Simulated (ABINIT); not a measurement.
ZrC:

```
Zr C
1.0
     0.00000    2.36500    2.36500
     2.36500    0.00000    2.36500
     2.36500    2.36500    0.00000
Zr C
1 1
Direct
  0.50000 0.50000 0.50000
  0.00000 0.00000 0.00000
```

| Property | Result |
| --- | --- |
| Program | ABINIT 10.8.3 (patched build) |
| Task | relaxation of cell and atoms |
| Functional | LDA |
| Potentials or basis | PseudoDojo NC SR LDA v0.4.1 standard |
| Cutoff | 1116 eV |
| k mesh | 8 × 8 × 8 |
| Occupations | fermi-dirac, width 0.05 eV |
| Spin | no spin polarisation |

At the start: pressure -12.2 GPa; volume 13.23 Å³/atom.

Q: Where does the relaxation end?

A: Over 5 steps the energy falls by 28.5 meV/atom and the volume is 12.52 Å³/atom (-5.4 %); space group Fm-3m (No. 225, to 0.05 Å).

Step by step:
```
step  energy change (eV)  largest force (eV/Å)  pressure (GPa)  volume (Å³)
   1              0.0000                0.0000          -12.21        26.46
   2             -0.0509                0.0000           -4.23        25.48
   3             -0.0569                0.0000            0.30        25.00
   4             -0.0569                0.0000           -0.01        25.03
   5             -0.0569                0.0000            0.00        25.03
```

Final structure:
```
CELL_PARAMETERS angstrom
0.00000 2.32174 2.32174
2.32174 0.00000 2.32174
2.32174 2.32174 0.00000
ATOMIC_POSITIONS crystal
Zr 0.50000 0.50000 0.50000
C 0.00000 0.00000 0.00000
```
